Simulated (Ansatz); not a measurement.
The system is Ti2O.

```
Ti O
1.0
     2.91940    0.00000    0.00000
    -1.45970    2.52827    0.00000
     0.00000    0.00000    4.71300
Ti O
2 1
Direct
  0.33333 0.66667 0.72126
  0.66667 0.33333 0.27874
  0.00000 0.00000 0.00000
```

```yaml
Program: Ansatz 0.2.0
Task: relaxation of cell and atoms
Functional: r2SCAN
Dispersion: rVV10
Potentials_or_basis: JTH PAW
Cutoff: "1380 eV (not typed: the program's choice for these potentials)"
k_mesh: 10 × 10 × 6
Occupations: fixed
Spin: no spin polarisation
```

At the start: volume 11.60 Å³/atom.

Problem. How do energy, volume and symmetry change on relaxing?

Solution. It ends after 6 steps and the volume is 12.09 Å³/atom (+4.2 %); space group P-3m1 (No. 164, to 0.05 Å).

Step by step:
| step | energy change (eV) | largest force (eV/Å) | volume (Å³) |
| --- | --- | --- | --- |
| 1 | 0.0000 | 0.7744 | 34.79 |
| 2 | -0.0586 | 0.1097 | 36.90 |
| 3 | -0.0725 | 0.0681 | 36.46 |
| 4 | -0.0738 | 0.0025 | 36.30 |
| 5 | -0.0739 | 0.0008 | 36.26 |
| 6 | -0.0743 | 0.0015 | 36.26 |

Final structure:
```
Ti O
1.0
     2.95907    0.00000    0.00000
    -1.47954    2.56263    0.00000
     0.00000    0.00000    4.78201
Ti O
2 1
Direct
  0.33333 0.66667 0.73244
  0.66667 0.33333 0.26756
  0.00000 0.00000 0.00000
```

Caveat: the plane-wave basis is chosen anew once the cell has moved, so the energies of steps on either side of that aren't comparable.
